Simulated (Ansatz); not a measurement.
# HfO2: the cost of one run

Method: DFT PBE, plane waves, PAW, scalar-relativistic, no spin polarisation, in Ansatz 0.2.0.

1 further run of the same task is left out (for a broken database entry).

**1. The starting structure**

The cell holds 12 atoms (Hf4O8): a = 5.359 Å, b = 5.359 Å, c = 5.359 Å, α = 90.00°, β = 90.00°, γ = 90.00°.

Coordinates:

```xyz
12
Lattice="5.3589 0.0000 0.0000 0.0000 5.3589 0.0000 0.0000 0.0000 5.3589" Properties=species:S:1:pos:R:3 pbc="T T T"
Hf    0.0000    0.0000    0.0000
O     1.3397    1.3397    1.3397
O     4.0192    4.0192    4.0192
Hf    2.6795    2.6795    0.0000
O     4.0192    4.0192    1.3397
O     1.3397    1.3397    4.0192
Hf    2.6795    0.0000    2.6795
O     4.0192    1.3397    4.0192
O     1.3397    4.0192    1.3397
Hf    0.0000    2.6795    2.6795
O     1.3397    4.0192    4.0192
O     4.0192    1.3397    1.3397
```

**2. Run 1**

200 steps of 0.75 fs under a Nosé-Hoover thermostat at 3500 K.

The input, input.yaml:

```yaml
crystal:
  lattice:
    - [5.358932, 0.0, 0.0]
    - [0.0, 5.358932, 0.0]
    - [0.0, 0.0, 5.358932]
  atoms:
    - { symbol: Hf, position: [0.0, 0.0, 0.0] }
    - { symbol: O, position: [0.25, 0.25, 0.25] }
    - { symbol: O, position: [0.75, 0.75, 0.75] }
    - { symbol: Hf, position: [0.5, 0.5, 0.0] }
    - { symbol: O, position: [0.75, 0.75, 0.25] }
    - { symbol: O, position: [0.25, 0.25, 0.75] }
    - { symbol: Hf, position: [0.5, 0.0, 0.5] }
    - { symbol: O, position: [0.75, 0.25, 0.75] }
    - { symbol: O, position: [0.25, 0.75, 0.25] }
    - { symbol: Hf, position: [0.0, 0.5, 0.5] }
    - { symbol: O, position: [0.25, 0.75, 0.75] }
    - { symbol: O, position: [0.75, 0.25, 0.25] }
basis:
  ecutwfc: 420.0
kpoints:
  mp_grid: { grid: [2, 2, 2] }
hamiltonian:
  xc: pbe
  pseudopotentials: { kind: paw, azcp: { folder: soft_1 } }
scf:
  occupations: { method: fermi_dirac, width: 0.3 }
  lower_state_search: "off"
  convergence: { dr2_threshold: 0.001 }
  max_iter: 96
md:
  timestep: 0.75
  n_steps: 200
  ensemble: nvt_nose_hoover
  temperature: 3500.0
  initial_velocities: maxwell_boltzmann
  seed: 121641
  nose_hoover: { tau: 50.0, chain_length: 3 }
```

On the command line:

```sh
$ ansatz run input.yaml --threads 1 --pin off --max-ram 3072MiB --backend cpu --events-out ev --progress --plain --runs-dir out
```

**Question.** How long does this run take on 1 thread of Arm Neoverse V1, shared host, and how much memory does it need?

About 12 min, with a peak of 0.47 GiB.
